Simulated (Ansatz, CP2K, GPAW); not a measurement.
## K: 4 runs at one level of theory

```
CELL_PARAMETERS angstrom
4.89513 0.00000 0.00000
-1.63171 4.61517 0.00000
-1.63171 -2.30759 3.99686
ATOMIC_POSITIONS crystal
K 0.00000 0.00000 0.00000
```

Alike in all runs: task single point; functional LDA; k mesh 7 × 7 × 7; occupations methfessel-paxton, width 0.1 eV; no spin polarisation; no spin-orbit coupling. LDA stands for any of its common fits. Pressure is positive in compression and, in plane waves, holds the error of the finite cutoff, which Ansatz's Pulay term estimates and takes out.

```csv
program and potentials,plane-wave cutoff (eV),notes,pressure (GPa)
"Ansatz, Ansatz PAW",420,"potentials made for PBE, which Ansatz adapts in part",-0.80
"Ansatz, all-electron LAPW, scalar-relativistic",-,-,-0.80
"GPAW, the program's PAW data sets (release 1.2.1) made for this functional",600,-,-0.81
"CP2K, GTH_POTENTIALS K GTH-PADE-q9; TZVP-MOLOPT-PBE-GTH basis",-,atomic basis,-0.85
```

The pressure spans -0.85 (CP2K, GTH_POTENTIALS K GTH-PADE-q9; TZVP-MOLOPT-PBE-GTH basis) to -0.80 GPa (Ansatz, all-electron LAPW, scalar-relativistic), with all-electron results at -0.80. Rows in atomic bases carry the error of their basis and grid, which can be large.

The functional is the same throughout but for its coding, so the spread measures potentials, basis and numerics; runs on potential files found faulty are left out.
